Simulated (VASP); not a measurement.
Here is a VASP 6.6.1 calculation.

Contents of POSCAR:

```
Ge
1.0
   -0.0000000000      2.8805013358      2.8805013358
    2.8805013358      0.0000000000      2.8805013358
    2.8805013358      2.8805013358      0.0000000000
  Ge
     2
Direct
     1.0000000000000000    1.0000000000000000    1.0000000000000000
     0.2500000000000000    0.2500000000000000    0.2500000000000000
```

The input INCAR.step1:

```
PREC = Accurate ; ENCUT = 600
EDIFF = 1E-8 ; ISMEAR = 0
SIGMA = 0.03 ; LREAL = F
LASPH = T ; NELM = 80
ALGO = Normal ; ISIF = 3
LWAVE = F ; LCHARG = F
GGA = PE ; IBRION = 2
NSW = 40 ; EDIFFG = -0.002
```

File INCAR.step2:

```
PREC = Accurate ; ENCUT = 600
EDIFF = 1E-8 ; ISMEAR = 0
SIGMA = 0.03 ; LREAL = F
LASPH = T ; NELM = 80
ALGO = Normal ; ISIF = 2
LWAVE = F ; LCHARG = F
GGA = PE ; IBRION = 6
NFREE = 2 ; POTIM = 0.015
NSW = 1
```

Contents of KPOINTS:

```
Automatic mesh
0
Gamma
  10 10 10
```

Potentials or basis: VASP PAW PBE potentials, release 64 (Ge_d).

Command:

```sh
$ cat potpaw_PBE.64/Ge_d/POTCAR > POTCAR
$ cp INCAR.step1 INCAR
$ mpirun -np 1 vasp_std > vasp.out
$ cp CONTCAR POSCAR
$ cp INCAR.step2 INCAR
$ mpirun -np 1 vasp_std > vasp.out
```

Problem. What does it give for the highest phonon frequency at Γ?

Solution. 270 cm⁻¹.

Phonon frequencies in cm⁻¹ (negative: imaginary):
| q point | frequencies |
| --- | --- |
| (0.000, 0.000, 0.000) | 0 0 0 270 270 270 |
